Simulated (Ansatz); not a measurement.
# Cu under changes of volume

One of the cells (11.458 Å³/atom); the others are scaled copies at fixed shape and fractional positions:

```
Cu
1.0
    -1.44279    1.44279    1.37608
     1.44279   -1.44279    1.37608
     1.44279    1.44279   -1.37608
Cu
1
Direct
  0.00000 0.00000 0.00000
```

This isn't the form of Cu at room conditions, which is fcc.

| Property | Result |
| --- | --- |
| Program | Ansatz 0.2.0 |
| Functional | PBEsol |
| Potentials or basis | JTH PAW |
| Cutoff | 1350 eV (not typed: the program's choice for these potentials) |
| k mesh | 13 × 13 × 13 |
| Occupations | fermi-dirac, width 0.05 eV |
| Spin | no spin polarisation |

| volume (Å³/atom) | energy over the lowest point (meV/atom) | pressure (GPa) |
| --- | --- | --- |
| 10.771 | ? | ? |
| 11.000 | 5.68 | 5.8 |
| 11.229 | 0.26 | 1.9 |
| 11.458 | 0.00 | -1.4 |
| 11.687 | 4.29 | -4.4 |
| 11.916 | 12.61 | -7.1 |
| 12.146 | 24.47 | -9.4 |

What does the run at 10.771 Å³/atom give?

Energy over the lowest point 16.93 meV/atom; pressure 10.1 GPa.

Worked out: A Birch-Murnaghan fit of order 3 (a polynomial in V^(-2/3)) to the other rows has its minimum at 11.35 Å³/atom with B0 = V·E''(V) = 167 GPa and B' = 5.4 at fixed shape and positions, which overstates the stiffness. It gives 16.99 meV/atom at 10.771 Å³/atom, against the run's 16.93, and -dE/dV = 10.2 GPa, against 10.1.

Energies are extrapolated to zero smearing.
